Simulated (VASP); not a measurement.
**A VASP 6.6.1 single-point calculation on LiH**

INCAR

```
ENCUT = 520
EDIFF = 1E-8
LCHARG = .FALSE.
PREC = Normal
ISMEAR = 0
LWAVE = .FALSE.
ISIF = 2
NBANDS = 9
METAGGA = R2SCAN
LASPH = .TRUE.
ALGO = Normal
NELM = 54
NSW = 0
LREAL = .FALSE.
IBRION = -1
SIGMA = 0.01
```

KPOINTS

```
KPOINTS created by Atomic Simulation Environment
0
Gamma
10 10 10
0 0 0
```

POSCAR

```
Li H
 1.0000000000000000
     0.0000000000000000    2.0029948450999999    2.0029948450999999
     2.0029948450999999    0.0000000000000000    2.0029948450999999
     2.0029948450999999    2.0029948450999999    0.0000000000000000
 Li  H
   1   1
Cartesian
  0.0000000000000000  0.0000000000000000  0.0000000000000000
  2.0029948450999999  2.0029948450999999  2.0029948450999999
```

The recommended PBE PAW datasets give the neutral cell 4 valence electrons.

Command

```
mpirun -np 1 vasp_std
```

OSZICAR

```
N       E                     dE             d eps       ncg     rms          rms(c)
DAV:   1    -0.219062539030E+01   -0.21906E+01   -0.13428E+03   854   0.392E+02
DAV:   2    -0.734714460055E+01   -0.51565E+01   -0.51267E+01  1191   0.598E+01
DAV:   3    -0.740972229197E+01   -0.62578E-01   -0.62557E-01  1010   0.566E+00
DAV:   4    -0.741010422034E+01   -0.38193E-03   -0.38187E-03  1208   0.366E-01
DAV:   5    -0.741010806419E+01   -0.38439E-05   -0.38438E-05  1049   0.249E-02    0.273E+00
DAV:   6    -0.687888111480E+01    0.53123E+00   -0.16604E-01  1048   0.268E+00    0.162E+00
DAV:   7    -0.681566595489E+01    0.63215E-01   -0.19455E-01   868   0.206E+00    0.290E-01
DAV:   8    -0.681609004097E+01   -0.42409E-03   -0.64555E-03   987   0.569E-01    0.121E-01
DAV:   9    -0.681663064251E+01   -0.54060E-03   -0.10338E-03  1022   0.231E-01    0.222E-02
DAV:  10    -0.681662598421E+01    0.46583E-05   -0.44375E-05  1000   0.527E-02    0.363E-03
DAV:  11    -0.681662574123E+01    0.24298E-06   -0.14926E-06  1113   0.118E-02    0.797E-04
DAV:  12    -0.681662527259E+01    0.46864E-06   -0.80783E-08  1061   0.199E-03    0.322E-04
DAV:  13    -0.681662540702E+01   -0.13443E-06   -0.30936E-09   911   0.477E-04    0.281E-05
DAV:  14    -0.681662540384E+01    0.31779E-08   -0.92719E-11   560   0.807E-05
   1 F= -.68166254E+01 E0= -.68166254E+01  d E =0.000000E+00
```

Standard output (part)

```
POSCAR found type information on POSCAR LiH
 POSCAR found :  2 types and       2 ions
 LDA part: xc-table for (None), standard interpolation
 POSCAR, INCAR and KPOINTS ok, starting setup
 WAVECAR not read
 entering main loop
```

From OUTCAR

```
k-points           NKPTS =     47   k-points in BZ     NKDIM =     47   number of bands    NBANDS=      9

   NELECT =       4.0000    total number of electrons

   dimension x,y,z NGX =    16 NGY =   16 NGZ =   16
   dimension x,y,z NGXF=    32 NGYF=   32 NGZF=   32

  energy-cutoff  :      520.00
  volume of cell :       16.07
      direct lattice vectors                 reciprocal lattice vectors
     0.000000000  2.002994845  2.002994845    -0.249626204  0.249626204  0.249626204
     2.002994845  0.000000000  2.002994845     0.249626204 -0.249626204  0.249626204
     2.002994845  2.002994845  0.000000000     0.249626204  0.249626204 -0.249626204

 k-points in reciprocal lattice and weights: KPOINTS created by Atomic Simulation Env
   0.00000000  0.00000000  0.00000000       0.001
   0.10000000  0.00000000  0.00000000       0.008
   0.20000000  0.00000000  0.00000000       0.008
   0.30000000  0.00000000  0.00000000       0.008
   0.40000000  0.00000000  0.00000000       0.008
   0.50000000  0.00000000  0.00000000       0.004
   0.10000000  0.10000000  0.00000000       0.006
   0.20000000  0.10000000  0.00000000       0.024
   ...

 E-fermi :   0.0563

 k-point     1 :       0.0000    0.0000    0.0000
  band No.  band energies     occupation
      1     -45.9129      2.00000
      2      -5.6267      2.00000
      3      17.4956      0.00000
      4      19.2458      0.00000
      5      19.2458      0.00000
      6      19.2466      0.00000
      7      23.6742      0.00000
      8      23.6742      0.00000
      9      23.6748      0.00000

 k-point     2 :       0.1000    0.0000    0.0000
  band No.  band energies     occupation
      1     -45.9087      2.00000
      2      -5.4466      2.00000
      3      15.7152      0.00000
      4      18.2341      0.00000
      5      18.7914      0.00000
      6      18.7921      0.00000
      7      23.4467      0.00000
      8      24.6558      0.00000
      9      24.6562      0.00000

 k-point     3 :       0.2000    0.0000    0.0000
  band No.  band energies     occupation
      1     -45.8974      2.00000
      2      -4.9212      2.00000
      3      12.1853      0.00000
      4      16.8996      0.00000
      5      18.1099      0.00000
      6      18.1107      0.00000
      7      24.4413      0.00000
      8      24.4414      0.00000
      9      24.4963      0.00000

 k-point     4 :       0.3000    0.0000    0.0000
  band No.  band energies     occupation
      1     -45.8835      2.00000
      2      -4.1179      2.00000
      3       8.8908      0.00000
      4      15.7725      0.00000
      5      17.7473      0.00000
      6      17.7482      0.00000
      7      22.1310      0.00000
      8      22.1310      0.00000
      9      26.2010      0.00000

 k-point     5 :       0.4000    0.0000    0.0000
  band No.  band energies     occupation
      1     -45.8722      2.00000
      2      -3.2473      2.00000
      3       6.4632      0.00000
      4      15.0379      0.00000
      5      17.8035      0.00000
      6      17.8047      0.00000
      7      20.4130      0.00000
      8      20.4134      0.00000
      9      28.1627      0.00000

 ...

  Total       -0.0479854     -0.0479854     -0.0479854      0.0000000     -0.0000000      0.0000000
  in kB       -4.7835450     -4.7835450     -4.7835450      0.0000000     -0.0000000      0.0000000
  external PRESSURE =      -4.7835450 kB  Pullay stress =       0.0000000 kB

 POSITION                                       TOTAL-FORCE (eV/Angst)
 -----------------------------------------------------------------------------------
      0.00000      0.00000      0.00000         0.000000      0.000000      0.000000
      2.00299      2.00299      2.00299        -0.000000     -0.000000     -0.000000
 -----------------------------------------------------------------------------------
    total drift:                                0.000000     -0.000000      0.000000

  FREE ENERGIE OF THE ION-ELECTRON SYSTEM (eV)
  ---------------------------------------------------
  free  energy   TOTEN  =        -6.8166254038 eV

  energy  without entropy=       -6.8166254038  energy(sigma->0) =       -6.81662540
```

It converged. Results: gap between bands v and c on the k mesh 3.58 eV; least direct gap on the k mesh 3.58 eV; pressure -0.5 GPa. Band v is the last that the valence electrons fill when counted band by band, and c is the next.

For comparison, a separate r²SCAN run of the intended cell, on usual settings and not on those above, gives a gap of 3.58 eV on its mesh and a pressure of -0.5 GPa.

The run above took about 4.8 s on one core of a shared host (Intel Xeon 6975P-C) and held 0.11 GiB at most.
